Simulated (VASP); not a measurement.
# TaN (F-43m) in VASP: a series of runs

The runs below take TaN through single point, with PBEsol+U.

Program: VASP 6.6.1. These are calculated values, not measurements. Logs are shortened: lines on timing, memory, paths and dates and some standing lists are left out, and cuts for length are marked.

### 1 The crystal as given

The structure is cubic, space group F-43m (No. 216). Conventional cell: a = 4.982 Å, b = 4.982 Å, c = 4.982 Å, α = 90.00°, β = 90.00°, γ = 90.00°. Ta (site symmetry -43m) has 4 N at 2.16 Å as nearest neighbours. Around N (site symmetry -43m) lie 4 Ta at 2.16 Å.

The cell comes from a database or a generator and needn't be the stable form of this composition.

### 2 Single point, PBEsol+U, collinear spin, ferromagnetic start

File INCAR:

```
ALGO = Normal ; EDIFF = 1E-7
ENCUT = 520 ; GGA = PS
ISIF = 2 ; ISMEAR = 0
ISPIN = 2 ; LASPH = T
LCHARG = T ; LDAU = T
LDAUJ = 0 0 ; LDAUL = 2 -1
LDAUPRINT = 1 ; LDAUTYPE = 2
LDAUU = 4 0 ; LELF = T
LMAXMIX = 4 ; LORBIT = 11
LREAL = F ; LVHAR = T
LWAVE = F ; MAGMOM = 0.5 0
NELM = 60 ; PREC = Accurate
SIGMA = 0.05
```

File KPOINTS:

```
k-points
0
Gamma
  7 7 7
```

File POSCAR:

```
TaN
1.0
    0.0000000000      2.4911437700      2.4911437700
    2.4911437700      0.0000000000      2.4911437700
    2.4911437700      2.4911437700      0.0000000000
Ta N
1 1
Direct
    0.0000000000      0.0000000000      0.0000000000
    0.2500000000      0.2500000000      0.2500000000
```

Potentials or basis: VASP PAW PBE potentials, release 64 (Ta_pv, N).

Started as:

```sh
cat potpaw_PBE.64/Ta_pv/POTCAR potpaw_PBE.64/N/POTCAR > POTCAR
mpirun -np 1 vasp_std > vasp.out
```

OUTCAR:

```text
EDIFF = 1E-7
   ENCUT = 520
   GGA = PS
   ISIF = 2
   ISMEAR = 0
   ISPIN = 2
   LASPH = T
   LORBIT = 11
   LREAL = F
   NELM = 60
   PREC = Accurate

 ion  position               nearest neighbor table
   1  0.000  0.000  0.000-   2 2.16   2 2.16   2 2.16   2 2.16
   2  0.250  0.250  0.250-   1 2.16   1 2.16   1 2.16   1 2.16

  LATTYP: Found a face centered cubic cell.
 ALAT       =     4.9822875400

  Lattice vectors:

 A1 = (   0.0000000000,   2.4911437700,   2.4911437700)
 A2 = (   2.4911437700,   0.0000000000,   2.4911437700)
 A3 = (   2.4911437700,   2.4911437700,   0.0000000000)

Analysis of symmetry for initial positions (statically):
=====================================================================
 Subroutine PRICEL returns:
 Original cell was already a primitive cell.

 Routine SETGRP: Setting up the symmetry group for a
 face centered cubic supercell.

 Subroutine GETGRP returns: Found 24 space group operations
 (whereof 24 operations were pure point group operations)
 out of a pool of 48 trial point group operations.

The static configuration has the point symmetry T_d .

Analysis of symmetry for dynamics (positions and initial velocities):
=====================================================================
 Subroutine PRICEL returns:
 Original cell was already a primitive cell.

 Routine SETGRP: Setting up the symmetry group for a
 face centered cubic supercell.

 Subroutine GETGRP returns: Found 24 space group operations
 (whereof 24 operations were pure point group operations)
 out of a pool of 48 trial point group operations.

The dynamic configuration has the point symmetry T_d .

Analysis of structural, dynamic, and magnetic symmetry:
=====================================================================
 Subroutine PRICEL returns:
 Original cell was already a primitive cell.

 Routine SETGRP: Setting up the symmetry group for a
 face centered cubic supercell.

 Subroutine GETGRP returns: Found 24 space group operations
 (whereof 24 operations were pure point group operations)
 out of a pool of 48 trial point group operations.

The overall configuration has the point symmetry T_d .

 Subroutine INISYM returns: Found 24 space group operations
 (whereof 24 operations are pure point group operations),
 and found     1 'primitive' translations

----------------------------------------------------------------------------------------

                                     Primitive cell

  volume of cell :      30.9191

  direct lattice vectors                    reciprocal lattice vectors
     0.000000000  2.491143770  2.491143770    -0.200711017  0.200711017  0.200711017
     2.491143770  0.000000000  2.491143770     0.200711017 -0.200711017  0.200711017
     2.491143770  2.491143770  0.000000000     0.200711017  0.200711017 -0.200711017

  length of vectors
     3.523009305  3.523009305  3.523009305     0.347641679  0.347641679  0.347641679

  position of ions in fractional coordinates (direct lattice)
     0.000000000  0.000000000  0.000000000
     0.250000000  0.250000000  0.250000000

  ion indices of the primitive-cell ions
   primitive index   ion index
                 1           1
                 2           2

----------------------------------------------------------------------------------------

 KPOINTS: k-points

Automatic generation of k-mesh.
 Grid dimensions read from file:
 generate k-points for:    7    7    7

 Generating k-lattice:

  Cartesian coordinates                     Fractional coordinates (reciprocal lattice)
    -0.028673002  0.028673002  0.028673002     0.142857143  0.000000000  0.000000000
     0.028673002 -0.028673002  0.028673002     0.000000000  0.142857143  0.000000000
     0.028673002  0.028673002 -0.028673002     0.000000000  0.000000000  0.142857143

  Length of vectors
     0.049663097  0.049663097  0.049663097

  Shift w.r.t. Gamma in fractional coordinates (k-lattice)
     0.000000000  0.000000000  0.000000000

 Subroutine IBZKPT returns following result:
 ===========================================

 Found     20 irreducible k-points:

 Following reciprocal coordinates:
            Coordinates               Weight
  0.000000  0.000000  0.000000      1.000000
  0.142857  0.000000  0.000000      8.000000
[... 38 lines left out ...]
   EDIFFG = 0.1E-05   stopping-criterion for IOM
   NSW    =      0    number of steps for IOM
   IBRION =     -1    ionic relax: 0-MD 1-quasi-New 2-CG
   NFREE  =      0    steps in history (QN), initial steepest desc. (CG)
   ISIF   =      2    stress and relaxation
   ISYM   =      2    0-nonsym 1-usesym 2-fastsym
   POTIM  = 0.5000    time-step for ionic-motion
   TEBEG  =    0.0;   TEEND  =   0.0 temperature during run
   PSTRESS=    0.0 pullay stress
   NELECT =      16.0000    total number of electrons
   NUPDOWN=      -1.0000    fix difference up-down
   EMIN   =  10.00;   EMAX   =-10.00  energy-range for DOS
   EFERMI =   0.00;   METHOD = LEGACY
   ISMEAR =     0;   SIGMA  =   0.05  broadening in eV -4-tet -1-fermi 0-gaus
   EFERMI_NEDOS =   21; number of points for ismear=-14 and -15
   IALGO  =     38    algorithm
   IMIX   =      4    mixing-type and parameters
     AMIX     =   0.40;   BMIX     =  1.00
     AMIX_MAG =   1.60;   BMIX_MAG =  1.00
  volume/ion in A,a.u.               =      15.46       104.33
  Fermi-wavevector in a.u.,A,eV,Ry     =   1.314335  2.483733 23.503740  1.727476
  Thomas-Fermi vector in A             =   2.444595
   LORBIT       =     11    0 simple, 1 ext, 2 COOP (PROOUT), +10 PAW based schemes
 LDA+U is selected, type is set to LDAUTYPE =  2
   angular momentum for each species LDAUL =     2   -1
   U (eV)           for each species LDAUU =   4.0  0.0
   J (eV)           for each species LDAUJ =   0.0  0.0
   GGA     = PS    functional components
   LHFCALC =     F    Hartree Fock is set to
   AEXX    =    0.0000 exact exchange contribution
   IVDW    =     0    specifies the selected vdW correction
   LEPSILON=     F    determine dielectric tensor
   LRPA    =     F    only Hartree local field effects (RPA)
 spin polarized calculation
 Gauss-broadening in eV      SIGMA  =   0.05
  energy-cutoff  :      520.00
  volume of cell :       30.92
 maximum number of plane-waves:       869
 NGX is ok and might be reduce to    28
   NGX = 13   NGY = 13   NGZ = 13

 number of electron      15.9999998 magnetization       0.0158322

atom =   1  type =  1  l = 2

 onsite density matrix

spin component  1

  0.2450  0.0000  0.0000  0.0000 -0.0000
  0.0000  0.2450 -0.0000  0.0000  0.0000
  0.0000 -0.0000  0.1506  0.0000  0.0000
  0.0000  0.0000  0.0000  0.2450 -0.0000
 -0.0000  0.0000  0.0000 -0.0000  0.1506

spin component  2

  0.2457  0.0000  0.0000  0.0000 -0.0000
  0.0000  0.2457 -0.0000  0.0000  0.0000
  0.0000 -0.0000  0.1517  0.0000  0.0000
  0.0000  0.0000  0.0000  0.2457 -0.0000
 -0.0000  0.0000  0.0000 -0.0000  0.1517

 occupancies and eigenvectors

  o =  0.1506  v =  0.0000  0.0000  0.2637 -0.0000 -0.9646  0.0000  0.0000  0.0000  0.0000  0.0000      0.0000  0.0000  0.0000  0.0000  0.0000  0.0000  0.0000  0.0000  0.0000  0.0000
  o =  0.1506  v =  0.0000  0.0000 -0.9646  0.0000 -0.2637  0.0000  0.0000  0.0000  0.0000  0.0000      0.0000  0.0000  0.0000  0.0000  0.0000  0.0000  0.0000  0.0000  0.0000  0.0000
  o =  0.1517  v =  0.0000  0.0000  0.0000  0.0000  0.0000  0.0000  0.0000  0.1559 -0.0000 -0.9878      0.0000  0.0000  0.0000  0.0000  0.0000  0.0000  0.0000  0.0000  0.0000  0.0000
  o =  0.1517  v =  0.0000  0.0000  0.0000  0.0000  0.0000  0.0000  0.0000 -0.9878  0.0000 -0.1559      0.0000  0.0000  0.0000  0.0000  0.0000  0.0000  0.0000  0.0000  0.0000  0.0000
  o =  0.2450  v =  0.0000  0.3527 -0.0000 -0.9357  0.0000  0.0000  0.0000  0.0000  0.0000  0.0000      0.0000  0.0000  0.0000  0.0000  0.0000  0.0000  0.0000  0.0000  0.0000  0.0000
  o =  0.2450  v =  0.0000 -0.9357 -0.0000 -0.3527 -0.0000  0.0000  0.0000  0.0000  0.0000  0.0000      0.0000  0.0000  0.0000  0.0000  0.0000  0.0000  0.0000  0.0000  0.0000  0.0000
  o =  0.2450  v =  1.0000  0.0000  0.0000  0.0000  0.0000  0.0000  0.0000  0.0000  0.0000  0.0000      0.0000  0.0000  0.0000  0.0000  0.0000  0.0000  0.0000  0.0000  0.0000  0.0000
  o =  0.2457  v =  0.0000  0.0000  0.0000  0.0000  0.0000  0.0000  0.1298  0.0000  0.9915 -0.0000      0.0000  0.0000  0.0000  0.0000  0.0000  0.0000  0.0000  0.0000  0.0000  0.0000
  o =  0.2457  v =  0.0000  0.0000  0.0000  0.0000  0.0000  0.0000 -0.9915 -0.0000  0.1298 -0.0000      0.0000  0.0000  0.0000  0.0000  0.0000  0.0000  0.0000  0.0000  0.0000  0.0000
  o =  0.2457  v =  0.0000  0.0000  0.0000  0.0000  0.0000  1.0000  0.0000  0.0000  0.0000  0.0000      0.0000  0.0000  0.0000  0.0000  0.0000  0.0000  0.0000  0.0000  0.0000  0.0000

 number of electron      15.9999998 magnetization      -0.0053003

 Free energy of the ion-electron system (eV)
  ---------------------------------------------------
  ext. energy  EPLUGINS =         0.00000000
  ---------------------------------------------------
  free energy    TOTEN  =       -18.85918656 eV

  energy without entropy =      -18.85664490  energy(sigma->0) =      -18.85791573

 E-fermi :   5.9658     XC(G=0): -11.4442

 val. band max:        5.8352926621   @ k =  -0.2857   0.1429   0.0000
 cond. band min:       5.9812308631   @ k =  -0.2857   0.4286   0.1429
 fundamental gap:      0.1459382010
 Fermi energy:         5.9657673963

 spin component 1

 k-point     1 :       0.0000    0.0000    0.0000
  band No.  band energies     occupation
      1     -31.0316      1.00000
      2     -31.0316      1.00000
      3     -31.0316      1.00000
      4     -10.9623      1.00000
      5      -0.3206      1.00000
      6      -0.3206      1.00000
      7      -0.3206      1.00000
      8       4.1369      1.00000
      9       6.5417      0.00000
     10       6.5417      0.00000
     11      10.6614      0.00000
     12      10.6614      0.00000
[... 271 lines left out ...]
 k-point    20 :      -0.2857    0.4286    0.1429
  band No.  band energies     occupation
      1     -31.2092      1.00000
      2     -31.1607      1.00000
      3     -31.1034      1.00000
      4      -9.6708      1.00000
      5      -0.6941      1.00000
      6      -0.0561      1.00000
      7       1.1431      1.00000
      8       3.6159      1.00000
      9       5.9866      0.27808
     10       7.4208      0.00000
     11       8.9670      0.00000
     12       9.9434      0.00000
 Fermi energy:         5.9657673963

 spin component 2

 k-point     1 :       0.0000    0.0000    0.0000
  band No.  band energies     occupation
      1     -31.0342      1.00000
      2     -31.0342      1.00000
      3     -31.0342      1.00000
      4     -10.9630      1.00000
      5      -0.3227      1.00000
      6      -0.3227      1.00000
      7      -0.3227      1.00000
      8       4.1350      1.00000
      9       6.5340      0.00000
     10       6.5340      0.00000
     11      10.6583      0.00000
     12      10.6583      0.00000
[... 271 lines left out ...]
 k-point    20 :      -0.2857    0.4286    0.1429
  band No.  band energies     occupation
      1     -31.2118      1.00000
      2     -31.1633      1.00000
      3     -31.1060      1.00000
      4      -9.6713      1.00000
      5      -0.6963      1.00000
      6      -0.0577      1.00000
      7       1.1420      1.00000
      8       3.6125      1.00000
      9       5.9812      0.33092
     10       7.4138      0.00000
     11       8.9617      0.00000
     12       9.9381      0.00000

------------------------ aborting loop because EDIFF is reached ----------------------------------------

  FORCE on cell =-STRESS in cart. coord.  units (eV):
  Direction    XX          YY          ZZ          XY          YZ          ZX
  --------------------------------------------------------------------------------------
  -------------------------------------------------------------------------------------
  Total       -4.7334859     -4.7334859     -4.7334859      0.0000000      0.0000000      0.0000000
  in kB     -245.2817870   -245.2817870   -245.2817870      0.0000000      0.0000000      0.0000000
  external PRESSURE =    -245.2817870 kB  Pullay stress =       0.0000000 kB

 VOLUME and BASIS-vectors are now :
 -----------------------------------------------------------------------------
  energy-cutoff  :      520.00
  volume of cell :       30.92
      direct lattice vectors                 reciprocal lattice vectors
     0.000000000  2.491143770  2.491143770    -0.200711017  0.200711017  0.200711017
     2.491143770  0.000000000  2.491143770     0.200711017 -0.200711017  0.200711017
     2.491143770  2.491143770  0.000000000     0.200711017  0.200711017 -0.200711017

 POSITION                                       TOTAL-FORCE (eV/Angst)
 -----------------------------------------------------------------------------------
      0.00000      0.00000      0.00000        -0.000000      0.000000     -0.000000
      1.24557      1.24557      1.24557         0.000000     -0.000000      0.000000
 -----------------------------------------------------------------------------------
    total drift:                               -0.000000     -0.000000     -0.000000

  FREE ENERGIE OF THE ION-ELECTRON SYSTEM (eV)
  ---------------------------------------------------
  free  energy   TOTEN  =       -18.8591865608 eV

  energy  without entropy=      -18.8566449016  energy(sigma->0) =      -18.85791573

 total charge

# of ion       s       p       d       tot
------------------------------------------
    1        0.296   6.184   2.037   8.518
    2        1.242   2.442   0.000   3.684
--------------------------------------------------
tot          1.538   8.626   2.037  12.201

 magnetization (x)

# of ion       s       p       d       tot
------------------------------------------
    1       -0.000  -0.000  -0.004  -0.004
    2        0.000   0.000   0.000   0.000
--------------------------------------------------
tot          0.000   0.000  -0.004  -0.004
```

It took 14 s on 1 thread of Intel Xeon 6975P-C (Granite Rapids), shared host; peak memory 0.17 GiB.

Results:

| Property | Result |
| --- | --- |
| Free energy | -18.8592 eV |
| Pressure | -24.5 GPa |
| Band gap on the k mesh | none (metal or under the smearing width) |
| Net moment | -0.01 μB per cell |
| Valence electrons inside the program's atomic spheres | Ta 8.52; N 3.68 |

Eigenvalues of the final occupation matrices:
| site | spin | trace | eigenvalues |
| --- | --- | --- | --- |
| site 1 d | 1 | 1.04 | 0.15 0.15 0.24 0.24 0.24 |
| site 1 d | 2 | 1.04 | 0.15 0.15 0.25 0.25 0.25 |

Caveat: the PAW data sets were made with another functional, which shifts forces and pressure a little.

(Continued in part 2 of 2.)
